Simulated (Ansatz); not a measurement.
# Pb under changes of volume

One of the cells (31.034 Å³/atom); the others are scaled copies at fixed shape and fractional positions:

```
CELL_PARAMETERS angstrom
-1.97966 1.97966 1.97966
1.97966 -1.97966 1.97966
1.97966 1.97966 -1.97966
ATOMIC_POSITIONS crystal
Pb 0.00000 0.00000 0.00000
```

This isn't the form of Pb at room conditions, which is fcc.

| Item | Value |
| --- | --- |
| Program | Ansatz 0.2.0 |
| Functional | PBEsol |
| Potentials or basis | all-electron LAPW, scalar-relativistic |
| Cutoff | 163 eV (chosen from the basis error) |
| Basis error allowed | 0.001 eV/atom |
| k mesh | 9 × 9 × 9 |
| Occupations | fermi-dirac, width 0.05 eV |
| Spin | no spin polarisation |

| volume (Å³/atom) | energy over the lowest point (meV/atom) | pressure (GPa) |
| --- | --- | --- |
| 29.172 | 1.03 | 0.8 |
| 29.792 | 0.00 | -0.2 |
| 30.413 | 2.94 | -1.1 |
| 31.034 | ? | ? |
| 31.654 | 18.84 | -2.6 |
| 32.275 | 30.87 | -3.2 |
| 32.896 | 45.05 | -3.7 |

What does the run at 31.034 Å³/atom give?

Energy over the lowest point 9.38 meV/atom; pressure -2.0 GPa.

Worked out: A Birch-Murnaghan fit of order 3 (a polynomial in V^(-2/3)) to the other rows has its minimum at 29.63 Å³/atom with B0 = V·E''(V) = 52 GPa and B' = 6.1. It gives 9.41 meV/atom at 31.034 Å³/atom, against the run's 9.38, and -dE/dV = -2.1 GPa, against -2.0.

Energies are extrapolated to zero smearing.
